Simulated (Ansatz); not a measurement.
Runs of Ansatz 0.2.0 on Ag. Symmetry: Fm-3m, No. 225, cubic system. Conventional cell: a = 4.085 Å, b = 4.085 Å, c = 4.085 Å, α = 90.00°, β = 90.00°, γ = 90.00°. Ag (site symmetry m-3m) is surrounded by 12 Ag at 2.89 Å. 

```tsv
task	level	potentials or basis	spin	U	cell	k mesh	cutoff (eV)	smearing	phonon path	basis error allowed	mesh quality	gap on the mesh (eV)	pressure (GPa)	relaxed volume (Å³/atom)
relaxation of cell and atoms	PBE+D4+U	all-electron LAPW, relativistic spinors	SOC, no magnetisation	Ag d U = 7.5 eV	relaxed	8 × 8 × 8	-	methfessel-paxton 0.2 eV	-	0.001 eV/atom	coarse	none	0.0	(b)
elastic constants	LDA	all-electron LAPW, scalar-relativistic	off	-	as given	8 × 8 × 8	258	fermi-dirac 0.05 eV	-	0.001 eV/atom	coarse	none	-6.7	-
relaxation of cell and atoms	RPBE+D3(BJ)	all-electron LAPW, scalar-relativistic	off	-	relaxed	11 × 11 × 11	-	fermi-dirac 0.05 eV	-	0.001 eV/atom	not flagged	-	0.0	14.20
relaxation of cell and atoms	BLYP+D3(BJ)	all-electron LAPW, scalar-relativistic	off	-	relaxed	11 × 11 × 11	-	fermi-dirac 0.05 eV	-	0.001 eV/atom	not flagged	-	0.0	(a)
single point	PBE	all-electron LAPW, scalar-relativistic	off	-	as given	11 × 11 × 11	240	gaussian 0.016 eV	-	0.001 eV/atom	not flagged	none	4.3	-
single point	RPBE	all-electron LAPW, scalar-relativistic	off	-	as given	11 × 11 × 11	241	gaussian 0.05 eV	-	0.001 eV/atom	not flagged	none	8.4	-
single point	PBE	all-electron LAPW, scalar-relativistic	off	-	as given	11 × 11 × 11	240	gaussian 0.013 eV	-	0.001 eV/atom	not flagged	none	4.3	-
single point	PBE	all-electron LAPW, scalar-relativistic	off	-	as given	7 × 7 × 7	206	fermi-dirac 0.04 eV	-	0.004 eV/atom	coarse	none	4.3	-
elastic constants	PBE	all-electron LAPW, scalar-relativistic	off	-	as given	8 × 8 × 8	258	fermi-dirac 0.05 eV	-	0.001 eV/atom	coarse	none	5.3	-
single point	PBE	all-electron LAPW, scalar-relativistic	off	-	as given	11 × 11 × 11	240	gaussian 0.027 eV	-	0.001 eV/atom	not flagged	none	4.3	-
single point	PBE	all-electron LAPW, scalar-relativistic	off	-	as given	11 × 11 × 11	240	gaussian 0.012 eV	-	0.001 eV/atom	not flagged	none	4.3	-
```

Question: Estimate the missing entries.

Answer: (a) 16.89; (b) 17.76.

Caveats: some runs use coarse meshes; the k mesh is thin for a metal, which can move the energy by tens of meV per atom (some runs); a metal's response needs a denser mesh (some runs); the cell is more than 3 GPa from zero pressure, which shifts response properties (some runs); elastic constants of metals need much finer meshes, so these are rough (some runs); U is the effective U less J, on atomic orbitals that reach past the spheres (some runs); U without spin polarisation on a metal has little footing (some runs); pairwise dispersion overbinds metals, which lowers pressure and volume (some runs).

A k mesh can miss the band edges, and rows without SOC leave out spin-orbit coupling on Ag.

A gap of «none» marks a metal or a gap under the smearing width.
